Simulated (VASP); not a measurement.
# OSi in VASP: a series of runs

Aim: see how the results for OSi move with the level of theory and the settings. Levels: PBE+TS, PBE, r2SCAN+D4. Tasks: atomic charges, electron localisation function, relaxation of the atoms.

Program: VASP 6.6.1. These are calculated values, not measurements. Logs are shortened: lines on timing, memory, paths and dates and some standing lists are left out, and cuts for length are marked.

### 1 The molecule as given

The cell holds a molecule in a box, 2 atoms: a = 11.000 Å, b = 10.000 Å, c = 10.000 Å, α = 90.00°, β = 90.00°, γ = 90.00°.

### 2 Atomic charges, PBE+TS

The input, INCAR:

```
SYSTEM = SiO
PREC     = Accurate       ! precision mode
ENCUT    = 520            ! plane-wave cutoff, eV
EDIFF    = 1E-7           ! SCF threshold, eV
ISMEAR   = 0              ! smearing method
SIGMA    = 0.01           ! smearing width, eV
LREAL    = .False.        ! projectors in reciprocal space
LASPH    = .True.         ! aspherical terms in the spheres
NELM     = 100            ! most SCF steps
ALGO     = Normal         ! electronic algorithm
ISIF     = 2              ! what is computed and relaxed
LWAVE    = .False.        ! write WAVECAR
LCHARG   = .False.        ! write CHGCAR
GGA      = PE             ! functional
IVDW     = 2              ! dispersion correction
LORBIT   = 11             ! projections on sites
```

The input, KPOINTS:

```
regular mesh
0
Gamma
  1 1 1
  0 0 0
```

The input, POSCAR:

```
SiO
1.0
   11.0000000000      0.0000000000      0.0000000000
    0.0000000000     10.0000000000      0.0000000000
    0.0000000000      0.0000000000     10.0000000000
O Si
1 1
Direct
    0.4429363600      0.5252500000      0.4710000000
    0.5594272700      0.4789500000      0.5358000000
```

Potentials or basis: VASP PAW PBE potentials, release 64 (O, Si).

Run with:

```sh
cat potpaw_PBE.64/O/POTCAR potpaw_PBE.64/Si/POTCAR > POTCAR
mpirun -np 1 vasp_gam > vasp.out
```

OUTCAR:

```text
SYSTEM = SiO
   PREC = Accurate
   ENCUT = 520
   EDIFF = 1E-7
   ISMEAR = 0
   LREAL = .False.
   LASPH = .True.
   NELM = 100
   ISIF = 2
   GGA = PE
   IVDW = 2
   LORBIT = 11
  IVDW =   2

 ion  position               nearest neighbor table
   1  0.443  0.525  0.471-   2 1.51
   2  0.559  0.479  0.536-   1 1.51

  LATTYP: Found a simple tetragonal cell.
 ALAT       =    10.0000000000
 C/A-ratio  =     1.1000000000

  Lattice vectors:

 A1 = (   0.0000000000,  10.0000000000,   0.0000000000)
 A2 = (   0.0000000000,   0.0000000000,  10.0000000000)
 A3 = (  11.0000000000,   0.0000000000,   0.0000000000)

Analysis of symmetry for initial positions (statically):
=====================================================================
 Subroutine PRICEL returns:
 Original cell was already a primitive cell.

 Routine SETGRP: Setting up the symmetry group for a
 simple tetragonal supercell.

 Subroutine GETGRP returns: Found  1 space group operations
 (whereof  1 operations were pure point group operations)
 out of a pool of 16 trial point group operations.

The static configuration has the point symmetry C_1 .

Analysis of symmetry for dynamics (positions and initial velocities):
=====================================================================
 Subroutine PRICEL returns:
 Original cell was already a primitive cell.

 Routine SETGRP: Setting up the symmetry group for a
 simple tetragonal supercell.

 Subroutine GETGRP returns: Found  1 space group operations
 (whereof  1 operations were pure point group operations)
 out of a pool of 16 trial point group operations.

The dynamic configuration has the point symmetry C_1 .

 Subroutine INISYM returns: Found  1 space group operations
 (whereof  1 operations are pure point group operations),
 and found     1 'primitive' translations

----------------------------------------------------------------------------------------

                                     Primitive cell

  volume of cell :    1100.0000

  direct lattice vectors                    reciprocal lattice vectors
    11.000000000  0.000000000  0.000000000     0.090909091  0.000000000  0.000000000
     0.000000000 10.000000000  0.000000000     0.000000000  0.100000000  0.000000000
     0.000000000  0.000000000 10.000000000     0.000000000  0.000000000  0.100000000

  length of vectors
    11.000000000 10.000000000 10.000000000     0.090909091  0.100000000  0.100000000

  position of ions in fractional coordinates (direct lattice)
[... 68 lines left out ...]
   EMIN   =  10.00;   EMAX   =-10.00  energy-range for DOS
   EFERMI =   0.00;   METHOD = LEGACY
   ISMEAR =     0;   SIGMA  =   0.01  broadening in eV -4-tet -1-fermi 0-gaus
   EFERMI_NEDOS =   21; number of points for ismear=-14 and -15
   IALGO  =     38    algorithm
   IMIX   =      4    mixing-type and parameters
     AMIX     =   0.40;   BMIX     =  1.00
     AMIX_MAG =   1.60;   BMIX_MAG =  1.00
  volume/ion in A,a.u.               =     550.00      3711.58
  Fermi-wavevector in a.u.,A,eV,Ry     =   0.341673  0.645668  1.588350  0.116740
  Thomas-Fermi vector in A             =   1.246405
   LORBIT       =     11    0 simple, 1 ext, 2 COOP (PROOUT), +10 PAW based schemes
   GGA     = PE    functional components
   LHFCALC =     F    Hartree Fock is set to
   AEXX    =    0.0000 exact exchange contribution
   IVDW    =     2    specifies the selected vdW correction
   LEPSILON=     F    determine dielectric tensor
   LRPA    =     F    only Hartree local field effects (RPA)
 non-spin polarized calculation
 Gauss-broadening in eV      SIGMA  =   0.01
  energy-cutoff  :      520.00
  volume of cell :     1100.00
 maximum number of plane-waves:     14859
 NGX is ok and might be reduce to    84
   NGX = 41   NGY = 37   NGZ = 37

 number of electron      10.0000000 magnetization

 number of electron       9.9999998 magnetization

 Free energy of the ion-electron system (eV)
  ---------------------------------------------------
  ext. energy  EPLUGINS =         0.00000000
  ---------------------------------------------------
  free energy    TOTEN  =       -11.23280496 eV

  energy without entropy =      -11.23280496  energy(sigma->0) =      -11.23280496

 E-fermi :  -7.1111     XC(G=0):  -0.8152

 val. band max:       -7.1989604252   @ k =   0.0000   0.0000   0.0000
 cond. band min:      -2.6157756684   @ k =   0.0000   0.0000   0.0000
 fundamental gap:      4.5831847568
 Fermi energy:        -7.1110618625

 k-point     1 :       0.0000    0.0000    0.0000
  band No.  band energies     occupation
      1     -23.2196      2.00000
      2     -10.4436      2.00000
      3      -7.8426      2.00000
      4      -7.8425      2.00000
      5      -7.1990      2.00000
      6      -2.6158      0.00000
      7      -2.6149      0.00000
      8      -0.2913      0.00000
      9      -0.0502      0.00000

------------------------ aborting loop because EDIFF is reached ----------------------------------------

  Hirshfeld charges:
            ion         q(e)
   ------------------------------
      1     O       -0.37051993
      2     Si       0.37051993

  Tkatchenko/Scheffler method for vdW energy calculation

  Number of pair interactions contributing to vdW energy:    1417

  Edisp (eV):   -0.00061

  FORCE on cell =-STRESS in cart. coord.  units (eV):
  Direction    XX          YY          ZZ          XY          YZ          ZX
  --------------------------------------------------------------------------------------
  -------------------------------------------------------------------------------------
  Total       1.18696     0.14110     0.29134    -0.45307    -0.23016     0.63393
  in kB       1.72883     0.20552     0.42435    -0.65990    -0.33523     0.92334
  external pressure =        0.79 kB  Pullay stress =        0.00 kB

 VOLUME and BASIS-vectors are now :
 -----------------------------------------------------------------------------
  energy-cutoff  :      520.00
  volume of cell :     1100.00
      direct lattice vectors                 reciprocal lattice vectors
    11.000000000  0.000000000  0.000000000     0.090909091  0.000000000  0.000000000
     0.000000000 10.000000000  0.000000000     0.000000000  0.100000000  0.000000000
     0.000000000  0.000000000 10.000000000     0.000000000  0.000000000  0.100000000

 POSITION                                       TOTAL-FORCE (eV/Angst)
 -----------------------------------------------------------------------------------
      4.87230      5.25250      4.71000        -0.969404      0.353241     -0.494259
      6.15370      4.78950      5.35800         0.969404     -0.353241      0.494259
 -----------------------------------------------------------------------------------
    total drift:                               -0.000226      0.000112     -0.000098

  FREE ENERGIE OF THE ION-ELECTRON SYSTEM (eV)
  ---------------------------------------------------
  free  energy   TOTEN  =       -11.2334196648 eV

  energy  without entropy=      -11.2334196648  energy(sigma->0) =      -11.23341966

 total charge

# of ion       s       p       d       tot
------------------------------------------
    1        1.597   3.420   0.000   5.017
    2        0.915   0.796   0.000   1.711
--------------------------------------------------
tot          2.512   4.216   0.000   6.728
```

Wall time 48 s (1 thread of Intel Xeon 6975P-C (Granite Rapids), shared host); peak memory 0.91 GiB.

What came out:

```yaml
Free_energy: -11.2334 eV
Largest_force: 1.144 eV/Å
Gap_between_the_frontier_levels: 4.58 eV
Valence_electrons_inside_the_program's_atomic_spheres: O 5.02; Si 1.71
Hirshfeld_charges: O -0.37; Si +0.37 e
Dispersion_energy_per_atom: 0.000 eV
```

Forces in eV/Å, atoms in the order of the input:
```
O   -0.969  0.353 -0.494
Si   0.969 -0.353  0.494
```

Levels at points of the mesh, in eV from the valence-band top:
```
           k point  band 3  band 4  band 5  band 6  band 7  band 8
(0.00, 0.00, 0.00)   -0.64   -0.64    0.00    4.58    4.58    6.91
```

(Continued in part 2 of 2.)
